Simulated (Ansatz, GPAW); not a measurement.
Given: the input of a run of GPAW 26.7.0 (ASE script) on Rh (Rhodium). 

run.py

```python
from ase.dft.bandgap import bandgap
from ase.io import read, write
from ase.units import GPa
from gpaw import GPAW, PW

atoms = read('POSCAR')

calc = GPAW(mode=PW(600),
            xc='PBE',
            kpts={'size': (12, 12, 12), 'gamma': True},
            occupations={'name': 'methfessel-paxton', 'order': 0, 'width': 0.027000000000000003},
            nbands=16,
            convergence={'density': 1e-05, 'energy': 1e-05},
            maxiter=150,
            txt='gpaw.txt')
atoms.calc = calc
energy = atoms.get_potential_energy()
forces = atoms.get_forces()
stress = atoms.get_stress()
calc.write('gs.gpw')
write('result.traj', atoms)
print(f'Energy: {energy:.6f} eV')
print('Forces (eV/A):')
print(forces.round(4))
print('Stress (GPa):', (stress / GPa).round(3))
print('Fermi level:', round(calc.get_fermi_level(), 4), 'eV')
print(f'Gap: {bandgap(calc)[0]:.4f} eV, direct: {bandgap(calc, direct=True)[0]:.4f} eV')
```

POSCAR

```
Rh
1.0
    0.0000000000      1.8978500000      1.8978500000
    1.8978500000      0.0000000000      1.8978500000
    1.8978500000      1.8978500000      0.0000000000
Rh
1
Direct
    0.0000000000      0.0000000000      0.0000000000
```

Potentials or basis: GPAW PAW data sets (gpaw-data 1.2.1), pw.

Launch:

```sh
$ OMP_NUM_THREADS=1 python run.py
```

Q: Set up the same calculation for Ansatz 0.2.0. Potentials or basis there: all-electron LAPW, scalar-relativistic.

A: As run (cutoffs and basis follow the program's own potentials, and thresholds, step limits or extra output files can differ):

The input input.yaml:

```yaml
crystal:
  lattice:
    - [0.0, 1.89785, 1.89785]
    - [1.89785, 0.0, 1.89785]
    - [1.89785, 1.89785, 0.0]
  atoms:
    - { symbol: Rh, position: [0.0, 0.0, 0.0] }
kpoints:
  mp_grid: { grid: [12, 12, 12] }
scf:
  occupations: { method: gaussian, width: 0.027 }
hamiltonian:
  xc: pbe
  pseudopotentials: { kind: all_electron, lapw: { basis_error: 0.001 } }
output:
  forces: true
  stress: true
  eigenvalues: true
```

Potentials or basis: all-electron LAPW, scalar-relativistic.

Launch:

```sh
$ ansatz run input.yaml --threads 1 --pin off --max-ram 3072MiB --backend cpu --events-out ev --progress --plain --runs-dir out
```

Both were run:

|  | GPAW | Ansatz |
| --- | --- | --- |
| Pressure | 9.2 GPa | 7.2 GPa |

Where Ansatz's input types no cutoff or centring, it takes its own default and a Γ-centred mesh.

The two runs disagree by more than potentials and bases usually give (in gap, levels, pressure or energy); the cause wasn't traced.

Pressure is positive in compression.
